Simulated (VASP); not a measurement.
# Mg₈O₇: saddle point by the improved dimer method

Mg₈O₇, defect, 15 atoms in the cell. PBE, improved dimer method; PAW potentials Mg, O (PBE set).

Path: a O atom hops into a neighbouring O vacancy; Length of the hop (Å): 2.966; Charge of the cell: 2; Atoms free in the vibrations (from 0): 3, 5, 6, 7, 8.

## Input

INCAR.step1:
```
SYSTEM = Mg8O7
PREC = Accurate
ENCUT = 400
EDIFF = 1E-7
ISMEAR = 0
SIGMA = 0.05
LREAL = .FALSE.
LASPH = .TRUE.
NELM = 100
ALGO = Normal
LWAVE = .FALSE.
LCHARG = .FALSE.
ISYM = 0
NELECT = 56.0
KPAR = 4
IBRION = 2
NSW = 100
ISIF = 2
EDIFFG = -0.005
POTIM = 0.5
```

INCAR.step2, as INCAR.step1 but for:
```
- EDIFF = 1E-7
- EDIFFG = -0.005
+ EDIFF = 1E-6
+ EDIFFG = -0.02
```

INCAR.step3, as INCAR.step2 but for:
```
- IBRION = 2
- NSW = 100
- ISIF = 2
- POTIM = 0.5
+ IBRION = 44
+ NSW = 300
```

INCAR.step4, as INCAR.step3 but for:
```
- EDIFF = 1E-6
- IBRION = 44
- NSW = 300
- EDIFFG = -0.02
+ EDIFF = 1E-7
+ IBRION = 5
+ NFREE = 2
+ POTIM = 0.015
+ NSW = 1
```

KPOINTS:
```
k-points
0
Gamma
  3 3 3
```

POSCAR.step1:
```
Mg8O7
1.0
    0.0000000000      4.1940027854      4.1940027854
    4.1940027854      0.0000000000      4.1940027854
    4.1940027854      4.1940027854      0.0000000000
Mg O
8 7
Direct
    0.0000000000      0.0000000000      0.0000000000
    0.0000000000      0.0000000000      0.5000000000
    0.0000000000      0.5000000000      0.0000000000
    0.0000000000      0.5000000000      0.5000000000
    0.5000000000      0.0000000000      0.0000000000
    0.5000000000      0.0000000000      0.5000000000
    0.5000000000      0.5000000000      0.0000000000
    0.5000000000      0.5000000000      0.5000000000
    0.2500000000      0.2500000000      0.7500000000
    0.2500000000      0.7500000000      0.2500000000
    0.2500000000      0.7500000000      0.7500000000
    0.7500000000      0.2500000000      0.2500000000
    0.7500000000      0.2500000000      0.7500000000
    0.7500000000      0.7500000000      0.2500000000
    0.7500000000      0.7500000000      0.7500000000
```

POSCAR.step2:
```
Mg8O7
1.0
    0.0000000000      4.1940027854      4.1940027854
    4.1940027854      0.0000000000      4.1940027854
    4.1940027854      4.1940027854      0.0000000000
Mg O
8 7
Direct
    0.0000000000      0.0000000000      0.0000000000
    0.0000000000      0.0000000000      0.5000000000
    0.0000000000      0.5000000000      0.0000000000
    0.0000000000      0.5000000000      0.5000000000
    0.5000000000      0.0000000000      0.0000000000
    0.5000000000      0.0000000000      0.5000000000
    0.5000000000      0.5000000000      0.0000000000
    0.5000000000      0.5000000000      0.5000000000
    0.2500000000      0.2500000000      1.2500000000
    0.2500000000      0.7500000000      0.2500000000
    0.2500000000      0.7500000000      0.7500000000
    0.7500000000      0.2500000000      0.2500000000
    0.7500000000      0.2500000000      0.7500000000
    0.7500000000      0.7500000000      0.2500000000
    0.7500000000      0.7500000000      0.7500000000
```

POSCAR.step3:
```
Mg8O7                                   
1.0
    0.0000000000      4.1940027854      4.1940027854
    4.1940027854      0.0000000000      4.1940027854
    4.1940027854      4.1940027854      0.0000000000
Mg O
8 7
Direct
    0.9811018739      0.0030259123      0.0235191827
    0.9911966707      0.9906514409      0.5237869286
    0.9892481525      0.5066262152      1.0102325419
    0.9383618449      0.5599569683      0.5277450491
    0.5095316534      0.9854363702      1.0137909577
    0.5544380395      0.9444239026      0.5192218253
    0.5058699693      0.5113696155      1.0103317450
    0.5053522332      0.5101043998      0.5140675637
    0.2569985186      0.2522293141      0.5123559539
    0.2529311216      0.7615364093      0.2585735270
    0.2530619980      0.7415242706      0.7669409050
    0.7595940371      0.2532238604      0.2622238554
    0.7476817813      0.2380540820      0.7698672122
    0.7562170570      0.7471234700      0.2515419339
    0.7484683899      0.7516563909      0.7736485445

    0.0482226295      0.0482226389     -0.0439717932
    0.0482226347      0.0482226063      0.0442002529
    0.0921944167      0.0924228072     -0.0000000332
    0.0040224371      0.0042508155      0.0000000088
    0.0924228076      0.0921944384     -0.0000000029
    0.0042507973      0.0040224362      0.0000000256
    0.0482226173      0.0482226366     -0.0442002506
    0.0482226191      0.0482226035      0.0439717936
   -0.6751167042     -0.6751167103     -0.0000000207
    0.0482226231      0.0482225663      0.0000000652
    0.0482225728      0.0482226323     -0.0000000036
    0.0482226885      0.0482226203     -0.0000000457
    0.0482226355      0.0482226536     -0.0000000126
    0.0482226166      0.0482226273      0.0000000075
    0.0482226083      0.0482226279      0.0000000088
```

POSCAR.step4:
```
Mg8O7
1.0
    0.0000000000      4.1940027854      4.1940027854
    4.1940027854      0.0000000000      4.1940027854
    4.1940027854      4.1940027854      0.0000000000
Mg O
8 7
Selective dynamics
Direct
    0.9956939493      0.9962144625      0.0210741795  F F F
    0.9960601903      0.9965873142      0.5192986518  F F F
    0.9772641950      0.5333713384      0.0111000521  F F F
    0.9338224738      0.5165059727      0.5410831909  T T T
    0.5327165907      0.9778831568      0.0111039082  F F F
    0.5158607212      0.9339955043      0.5413292231  T T T
    0.4899134234      0.4902200191      0.0539522922  T T T
    0.4898854307      0.4902250485      0.4978572983  T T T
    0.2876153111      0.2879616273      0.4764426148  T T T
    0.2574980014      0.8055102143      0.2346822300  F F F
    0.2493146849      0.7195661527      0.7817176960  F F F
    0.8052277857      0.2580028802      0.2345669928  F F F
    0.7192314415      0.2498074743      0.7816220038  F F F
    0.7499161633      0.7504983370      0.2658940911  F F F
    0.7500329786      0.7505931197      0.7661233014  F F F
```

POSCAR.step5:
```
Mg8O7
1.0
    0.0000000000      4.1940027854      4.1940027854
    4.1940027854      0.0000000000      4.1940027854
    4.1940027854      4.1940027854      0.0000000000
Mg O
8 7
Selective dynamics
Direct
    0.9999999976      0.0000000030      0.0000000008  F F F
    0.9847235792      0.9847235712      0.5152764317  F F F
    0.9847235791      0.5152764321      0.9847235742  F F F
    0.9847235726      0.5152764247      0.5152764215  T T T
    0.5152764275      0.9847235731      0.9847235795  F F F
    0.5152764208      0.9847235658      0.5152764276  T T T
    0.5152764192      0.5152764273      0.9847235694  T T T
    0.5000000019      0.4999999966      0.4999999996  T T T
    0.2500000079      0.2500000051      0.7499999926  T T T
    0.2499999981      0.7500000005      0.2499999996  F F F
    0.2499999924      0.7500000035      0.7500000029  F F F
    0.7500000050      0.2500000002      0.2499999940  F F F
    0.7500000008      0.2500000009      0.7499999997  F F F
    0.7499999981      0.7499999979      0.2500000054  F F F
    0.7499999997      0.7499999981      0.7500000017  F F F
```

Commands (each step's output is kept before the next begins):
```
cat potpaw_PBE.64/Mg/POTCAR potpaw_PBE.64/O/POTCAR > POTCAR
cp INCAR.step1 INCAR
cp POSCAR.step1 POSCAR
mpirun -np 4 vasp_std > vasp.out
cp INCAR.step2 INCAR
cp POSCAR.step2 POSCAR
mpirun -np 4 vasp_std > vasp.out
# the block under the positions in POSCAR is the starting axis: the straight line between the two relaxed ends
cp INCAR.step3 INCAR
cp POSCAR.step3 POSCAR
mpirun -np 4 vasp_std > vasp.out
# POSCAR: the saddle point
cp INCAR.step4 INCAR
cp POSCAR.step4 POSCAR
mpirun -np 4 vasp_std > vasp.out
# POSCAR: the relaxed minimum
cp POSCAR.step5 POSCAR
mpirun -np 4 vasp_std > vasp.out
```

## Result

- Barrier (eV): 1.724
- Barrier with zero-point energies (eV): 1.725
- Imaginary frequency (cm⁻¹): 122
- Imaginary modes at the saddle: 1
- Attempt frequency (THz): 8.9
- Force evaluations of the dimer: 139
- Largest force left (eV/Å): 0.0183
- Ionic steps, all stages: 212
- Electronic steps, all stages: 1346

Vibrations (cm⁻¹; a negative value is imaginary):

| Mode | Minimum | Saddle |
|---|---|---|
| 1 | 513 | 919 |
| 2 | 472 | 689 |
| 3 | 464 | 456 |
| 4 | 460 | 452 |
| 5 | 438 | 404 |
| 6 | 430 | 396 |
| 7 | 395 | 395 |
| 8 | 393 | 334 |
| 9 | 353 | 332 |
| 10 | 331 | 293 |
| 11 | 324 | 292 |
| 12 | 281 | 260 |
| 13 | 276 | 252 |
| 14 | 269 | 209 |
| 15 | 265 | -122 |

Harmonic rate, classical:

| Temperature (K) | Jumps per second |
|---|---|
| 300 | 9.7e-17 |
| 600 | 0.029 |
| 900 | 2e+03 |

The cell is MgO (16 atoms) with one O atom missing.

Limits: the cell holds 15 atoms, so the vacancy or interstitial meets its own images and the barrier isn't that of a lone defect; the cell is charged against a uniform background; the barrier compares two equally charged cells; the attempt frequency counts the hopping atom and the four atoms nearest to it, while all others are held.

VASP 6.6.1 took 1504 s on 4 cores (AMD EPYC 9R45 (Zen 5)), a shared host.
